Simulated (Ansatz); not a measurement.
α-phase Li3N, treated with PBE0 (Ansatz, a program for electronic structure, plane waves, PAW).

Settings: plane-wave cutoff 500 eV, 12×12×6 k mesh (along the axes of the cell as run), gaussian smearing 0.02 eV, scalar-relativistic PAW data made under PBE.

Cell (relaxed with r²SCAN):

```xyz
4
Lattice="1.8049 -3.1261 0.0000 1.8049 3.1261 0.0000 0.0000 0.0000 3.8558" Properties=species:S:1:pos:R:3 pbc="T T T"
Li     1.8049     1.0420     0.0000
Li     1.8049    -1.0420     0.0000
Li     0.0000     0.0000     1.9279
N      0.0000     0.0000     0.0000
```

Problem. What does this level give for the band gap?

Solution. 
- band gap: 2.67 eV (on the SCF k mesh)

Measured, for comparison: band gap 2.15 eV (4 K, zero-point motion not removed, indirect, optical absorption, E parallel c; as tabulated in Brendecke and Bludau (1979), doi:10.1063/1.326533). Computed (rounded) less measured: band gap +0.52 eV.

Note: cell and atoms aren't relaxed at this level (pressure -0.7 GPa).

Computed values are for the static lattice.
